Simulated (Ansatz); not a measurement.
Level of theory: DFT PBE, scalar-relativistic, plane waves, PAW (Ansatz 0.2.0). Settings: cutoff 420 eV, Γ-centred meshes spaced at most about 0.3 Å⁻¹, and about 0.25 Å⁻¹ or finer for metals (2π included), Gaussian smearing. No spin polarisation.

All energies are static (0 K, no zero-point motion).

Two forms of Ga2As3 were relaxed alike.

A.

```
CELL_PARAMETERS angstrom
4.03076 0.00000 0.00000
-2.01538 3.49074 0.00000
0.00000 0.00000 16.61260
ATOMIC_POSITIONS crystal
Ga 0.00000 0.00000 0.44780
Ga 0.33333 0.66667 0.64829
Ga 0.33333 0.66667 0.04688
Ga 0.66667 0.33333 0.24711
As 0.66667 0.33333 0.39764
As 0.00000 0.00000 0.59840
As 0.33333 0.66667 0.79904
As 0.00000 0.00000 0.99019
As 0.33333 0.66667 0.19709
As 0.66667 0.33333 0.86856
```

B.

```
CELL_PARAMETERS angstrom
3.07562 1.77571 7.11016
-3.07562 1.77571 7.11016
0.00000 -3.55142 7.11016
ATOMIC_POSITIONS crystal
Ga 0.35447 0.35447 0.35447
Ga 0.14553 0.14553 0.14553
Ga 0.64553 0.64553 0.64553
Ga 0.85447 0.85447 0.85447
As 0.50771 0.99229 0.25000
As 0.25000 0.50771 0.99229
As 0.99229 0.25000 0.50771
As 0.49229 0.00771 0.75000
As 0.75000 0.49229 0.00771
As 0.00771 0.75000 0.49229
```

Question: Which would you expect to be lower, and how large is the difference?

Answer: A is lower, by 0.39 eV/atom. A has space group P3m1 (No. 156), 23.4 Å³/atom and a gap of 0.20 eV on its mesh; B has the corundum type, space group R-3c (No. 167), 23.3 Å³/atom and no gap. Counting As atoms around Ga (those within 1.25 times the shortest such distance or 1.15 times the sum of covalent radii, 1.27 where that leaves under three), A has Ga 4 and B has Ga 6. A holds As–As nets (shortest 2.60 Å); in B the shortest As–As distance is 2.75 Å, near bonding range too. Both come from invented guesses.

Weakly bound directions are ill-defined at this level, which has no dispersion term (P3m1), and this can change margins and order among such cells. Kohn–Sham gaps at this level usually fall short of measured ones. Cells relaxed within their symmetry can be saddle points.
